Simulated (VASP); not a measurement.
VASP inputs for NaCl (rocksalt)

INCAR

```
LELF = .TRUE.
LASPH = .TRUE.
PREC = Accurate
NELM = 120
GGA = PE
LWAVE = .FALSE.
ENCUT = 520
ISMEAR = -1
ISIF = 2
SIGMA = 0.02
IBRION = -1
LREAL = .FALSE.
EDIFF = 1E-7
NBANDS = 14
NSW = 0
LCHARG = .TRUE.
```

KPOINTS

```
KPOINTS created by Atomic Simulation Environment
0
Gamma
8 8 8
0 0 0
```

KPOINTS_OPT

```
special points
6
Reciprocal
0.0000000000 0.0000000000 0.0000000000 1
0.5000000000 0.0000000000 0.5000000000 1
0.6250000000 0.2500000000 0.6250000000 1
0.3750000000 0.3750000000 0.7500000000 1
0.5000000000 0.5000000000 0.5000000000 1
0.5000000000 0.2500000000 0.7500000000 1
```

POSCAR

```
Na Cl
 1.0000000000000000
     0.0000000000000000    2.8026988253748137    2.8026988253748137
     2.8026988253748137    0.0000000000000000    2.8026988253748137
     2.8026988253748137    2.8026988253748137   -0.0000000000000000
 Na  Cl
   1   1
Cartesian
 -0.0000000000000000 -0.0000000000000000 -0.0000000000000000
  2.8026988253748137  2.8026988253748137  2.8026988253748137
```

VASP ran with the recommended PBE PAW datasets (14 valence electrons in the cell).

**Question.** Predict the results.

**Answer.** gap between bands v and c 5.18 eV; least direct gap 5.18 eV; pressure 1.2 GPa.

Band v is the last that the valence electrons fill when counted band by band, and c is the next. Levels in eV from the top of v:

| point | v−1 | v | c | c+1 |
| --- | --- | --- | --- | --- |
| Γ | 0.00 | 0.00 | 5.18 | 11.14 |
| X | -0.61 | -0.61 | 7.59 | 8.06 |
| K | -1.15 | -0.51 | 8.28 | 9.09 |
| L | -0.27 | -0.27 | 7.31 | 10.78 |
| W | -1.22 | -0.78 | 8.90 | 9.75 |
